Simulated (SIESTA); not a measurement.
The system is Hf.

```xyz
1
Lattice="-1.8050 1.8050 1.8050 1.8050 -1.8050 1.8050 1.8050 1.8050 -1.8050" Properties=species:S:1:pos:R:3 pbc="T T T"
Hf    0.0000    0.0000    0.0000
```

This isn't the form of Hf at room conditions, which is hcp.

```yaml
Program: SIESTA 5.4.2
Task: single point
Functional: PBEsol
Potentials_or_basis: PseudoDojo 0.4 standard (PBEsol files)
Basis: DZP (energy shift 0.003 Ry; two zetas on semicore shells)
Grid_cutoff: 800 Ry
Energy_shift: 0.003 Ry
k_mesh: 10 × 10 × 10
Occupations: fermi-dirac, width 0.05 eV
Spin: no spin polarisation
```

On this cell: pressure -9.4 GPa; band gap on the k mesh none (metal or under the smearing width).

The same run follows on a disturbed copy (cell strained at random at fixed volume):

```
Hf
1.0
    -1.73538    1.78809    1.84034
     1.76840   -1.76106    1.84632
     1.78180    1.80748   -1.81331
Hf
1
Direct
  0.98347 0.99320 0.98959
```

Q: What does the disturbed cell give?

A: The energy (extrapolated to zero smearing) moves by +1.9 meV/atom; pressure -9.3 GPa; band gap on the k mesh none (metal or under the smearing width).

Stress tensor (GPa, compression positive):
```
-10.04  -1.10  -0.87
 -1.10  -9.36  -0.70
 -0.87  -0.70  -8.44
```

Caveats: short orbitals over semicore shells can move pressures by several GPa; the basis of atomic orbitals isn't converged, which shifts pressures, moduli and gaps.
